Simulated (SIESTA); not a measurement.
A run of SIESTA 5.4.2 is set up as follows.

File Ge.fdf:

```
SystemName                      Germanium
SystemLabel                     Ge
NumberOfSpecies                 1
NumberOfAtoms                   2
%block ChemicalSpeciesLabel
  1  32 Ge
%endblock ChemicalSpeciesLabel

LatticeConstant                 1.0 Ang
%block LatticeVectors
     0.0000000000     2.8289100000     2.8289100000
     2.8289100000     0.0000000000     2.8289100000
     2.8289100000     2.8289100000     0.0000000000
%endblock LatticeVectors
AtomicCoordinatesFormat         Fractional
%block AtomicCoordinatesAndAtomicSpecies
     0.7500000000     0.7500000000     0.7500000000  1  Ge
     0.5000000000     0.5000000000     0.5000000000  1  Ge
%endblock AtomicCoordinatesAndAtomicSpecies

%block kgrid.MonkhorstPack
    8   0   0  0.0
    0   8   0  0.0
    0   0   8  0.0
%endblock kgrid.MonkhorstPack
XC.Functional                   VDW
XC.Authors                      BH
PAO.BasisSize                   DZP
PAO.EnergyShift                 0.002 Ry
Mesh.Cutoff                     800 Ry
OccupationFunction              FD
ElectronicTemperature           0.05 eV
MaxSCFIterations                120
SCF.MustConverge                false
SCF.Mixer.Method                Pulay
SCF.Mixer.Weight                0.25
SCF.Mixer.History               8
SCF.DM.Tolerance                5.0e-05
SCF.H.Tolerance                 1.0e-03 eV
WriteForces                     true
Charge.Mulliken                 end
BandLinesScale                  ReciprocalLatticeVectors
%block BandLines
    1    0.000000   0.000000   0.000000  \Gamma
   12    0.500000   0.000000   0.500000  X
    6    0.500000   0.250000   0.750000  W
    4    0.375000   0.375000   0.750000  K
   13    0.000000   0.000000   0.000000  \Gamma
   11    0.500000   0.500000   0.500000  L
    8    0.625000   0.250000   0.625000  U
    4    0.500000   0.250000   0.750000  W
    9    0.500000   0.500000   0.500000  L
    8    0.375000   0.375000   0.750000  K
    1    0.625000   0.250000   0.625000  U
    4    0.500000   0.000000   0.500000  X
%endblock BandLines
```

Potentials or basis: PseudoDojo 0.4 standard (PBE files), DZP (energy shift 0.002 Ry).

Run with:

```sh
$ siesta < Ge.fdf > Ge.out 2>&1
```

Question: Predict the band gap on the k mesh.

Answer: None (metal or under the smearing width).

Question: Estimate the pressure.

Answer: 5.3 GPa.

Levels at the corners of the path, in eV from the Fermi level:
```
point  band 11  band 12  band 13  band 14  band 15  band 16  band 17  band 18
    Γ   -12.90    -0.11    -0.01    -0.01    -0.01     2.71     2.71     2.71
    X    -9.03    -9.03    -3.20    -3.20     0.95     0.95     9.65     9.65
    W    -8.93    -8.93    -4.02    -4.02     4.49     4.49     5.17     5.17
    K    -9.50    -8.44    -4.45    -2.74     1.33     4.34     7.44     7.88
    Γ   -12.90    -0.11    -0.01    -0.01    -0.01     2.71     2.71     2.71
    L   -10.82    -7.76    -1.49    -1.49     0.11     4.01     4.01     7.94
    U    -9.50    -8.44    -4.45    -2.74     1.33     4.34     7.44     7.88
    W    -8.93    -8.93    -4.02    -4.02     4.49     4.49     5.17     5.17
    L   -10.82    -7.76    -1.49    -1.49     0.11     4.01     4.01     7.94
    K    -9.50    -8.44    -4.45    -2.74     1.33     4.34     7.44     7.88
    U    -9.50    -8.44    -4.45    -2.74     1.33     4.34     7.44     7.88
    X    -9.03    -9.03    -3.20    -3.20     0.95     0.95     9.65     9.65
```

Caveat: semicore shells carry a single zeta, which can move pressures by several GPa and volumes by a few percent; the potentials were made for another functional, which shifts forces and pressure; the basis of atomic orbitals isn't converged, which shifts pressures, moduli and gaps.

**Experimental background.**

“Electronic and optical properties of SixGe1-x-ySny alloys lattice-matched to Ge”, 2021, arxiv:2109.02782 reports, for a bulk crystal of Ge at 300 K: band gap 0.807 eV (direct).

A measured gap of Ge is 0.807 eV (direct; 300 K; “Electronic and optical properties of SixGe1-x-ySny alloys lattice-matched to Ge”, 2021, arxiv:2109.02782); the calculated 0.00 eV misses it by -0.81 eV. 3 values of this kind are on record (0.666 to 0.807 eV); this one was drawn at random among those near their median. Spin-orbit coupling on Ge is left out. The value is that of vdW-DF-cx in an atomic basis (PseudoDojo 0.4 standard (PBE files), DZP (energy shift 0.002 Ry)), whose error adds to the functional's, on a finite k mesh, which can miss the band edges, without temperature or zero-point motion.
